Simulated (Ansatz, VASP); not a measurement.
# KI, level by level in two programs

```
I K
1.0
     0.00000    3.53277    3.53277
     3.53277    0.00000    3.53277
     3.53277    3.53277    0.00000
I K
1 1
Direct
  0.50000 0.50000 0.50000
  0.00000 0.00000 0.00000
```

Single points on this cell with VASP 6.6.1 and Ansatz 0.2.0. Each row is one pair of runs. Alike in all rows: spin: off; k mesh: 7 × 7 × 7; Ansatz's potentials, cutoff: Ansatz PAW, 420 eV.

| level | smearing | VASP's potentials, cutoff | gap on the k mesh at the Fermi level (eV), VASP | gap on the k mesh at the Fermi level (eV), Ansatz | least direct gap on the mesh (eV), VASP | least direct gap on the mesh (eV), Ansatz | pressure (GPa), VASP | pressure (GPa), Ansatz |
| --- | --- | --- | --- | --- | --- | --- | --- | --- |
| PBE | fermi-dirac, width 0.05 eV | VASP PAW PBE potentials, release 64 (I, K_sv), 520 eV | 3.96 | 3.97 | 3.96 | 3.97 | 0.6 | 0.6 |
| PBE | gaussian, width 0.1 eV | VASP PAW PBE potentials, release 64 (I_GW, K_sv_GW), 550 eV | 3.96 | 3.97 | 3.96 | 3.97 | 0.6 | 0.6 |
| PBEsol | fermi-dirac, width 0.05 eV | VASP PAW PBE potentials, release 64 (I, K_sv), 520 eV | 3.81 | 3.82 | 3.81 | 3.82 | -0.3 | -0.3 |

Gap on the k mesh at the fermi level (eV): the two programs differ by at most 0.01; least direct gap on the mesh (eV): the two programs differ by at most 0.01; pressure (GPa): the two programs differ by at most 0.03.

Caveats: spin-orbit coupling is left out, which moves the levels of the heavy elements (some rows); an odd mesh through Γ misses points on the zone boundary, where band edges often lie (VASP); the PAW data sets were made with another functional, which shifts forces and pressure a little (VASP); odd divisions of the mesh miss points on the zone boundary, where band edges often lie, so the gap on the mesh can be too wide (Ansatz); the PAW data sets come from PBE, with cores solved anew for the run's functional, which leaves a small shift of forces and pressure (Ansatz).
